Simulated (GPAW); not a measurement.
The system is SnSe2.

```
CELL_PARAMETERS angstrom
3.81100 0.00000 0.00000
-1.90550 3.30042 0.00000
0.00000 0.00000 6.13600
ATOMIC_POSITIONS crystal
Sn 0.00000 0.00000 0.00000
Se 0.66667 0.33333 0.75100
Se 0.33333 0.66667 0.24900
```

```yaml
Program: GPAW 26.7.0
Task: relaxation of cell and atoms
Functional: PW91
Potentials_or_basis: PAW data sets generated in the run's folder for this functional
Cutoff: 600 eV
Basis: pw
k_mesh: 6 × 6 × 3
Occupations: fermi-dirac, width 0.05 eV
Spin: no spin polarisation
```

At the start: pressure 5.3 GPa; volume 25.73 Å³/atom.

**Question.** How do energy, volume and symmetry change on relaxing?

**Answer.** Over 38 steps the energy falls by 36.4 meV/atom and the volume is 28.41 Å³/atom (+10.4 %); space group P-3m1 (No. 164, to 0.05 Å).

Step by step:
```csv
step,energy change (eV),largest force (eV/Å),pressure (GPa),volume (Å³)
1,0.0000,0.7345,5.30,77.18
2,-0.0297,0.5678,4.33,77.84
3,-0.0680,0.2822,2.70,79.06
4,-0.0894,0.0483,0.83,80.66
5,-0.0841,0.3369,-0.83,82.44
6,-0.0849,0.3265,-0.79,82.41
7,-0.0862,0.3059,-0.70,82.35
8,-0.0881,0.2759,-0.57,82.27
9,-0.0901,0.2375,-0.41,82.17
10,-0.0920,0.1919,-0.22,82.06
11,-0.0935,0.1410,-0.01,81.94
12,-0.0946,0.0873,0.21,81.84
13,-0.0951,0.0301,0.44,81.76
14,-0.0951,0.0231,0.64,81.74
15,-0.0952,0.0219,0.63,81.74
16,-0.0953,0.0195,0.62,81.76
17,-0.0954,0.0160,0.60,81.78
18,-0.0955,0.0114,0.57,81.82
19,-0.0957,0.0059,0.54,81.86
20,-0.0959,0.0005,0.51,81.90
21,-0.0961,0.0076,0.47,81.95
22,-0.0964,0.0161,0.42,82.02
23,-0.0967,0.0260,0.36,82.10
24,-0.0970,0.0370,0.30,82.19
25,-0.0973,0.0489,0.22,82.30
26,-0.0976,0.0606,0.15,82.42
27,-0.0980,0.0710,0.08,82.56
28,-0.0985,0.0787,0.02,82.70
29,-0.0990,0.0819,-0.02,82.85
30,-0.0997,0.0793,-0.03,82.99
31,-0.1005,0.0697,-0.01,83.13
32,-0.1015,0.0527,0.04,83.26
33,-0.1026,0.0305,0.11,83.41
34,-0.1037,0.0087,0.19,83.59
35,-0.1049,0.0041,0.23,83.84
36,-0.1063,0.0011,0.20,84.20
37,-0.1078,0.0188,0.10,84.67
38,-0.1092,0.0425,-0.01,85.23
```

Final structure:
```
Sn Se
1.0
     3.87805    0.00000    0.00000
    -1.93903    3.35849    0.00000
     0.00000    0.00000    6.54395
Sn Se
1 2
Direct
  0.00000 0.00000 0.00000
  0.66667 0.33333 0.75693
  0.33333 0.66667 0.24307
```

Caveat: later steps reuse the first step's grids; this functional lacks dispersion, which binds the layers, so the pressure and a relaxed spacing across them are unreliable; the volume moved by +10 % from the deposited cell, more than functionals usually miss.
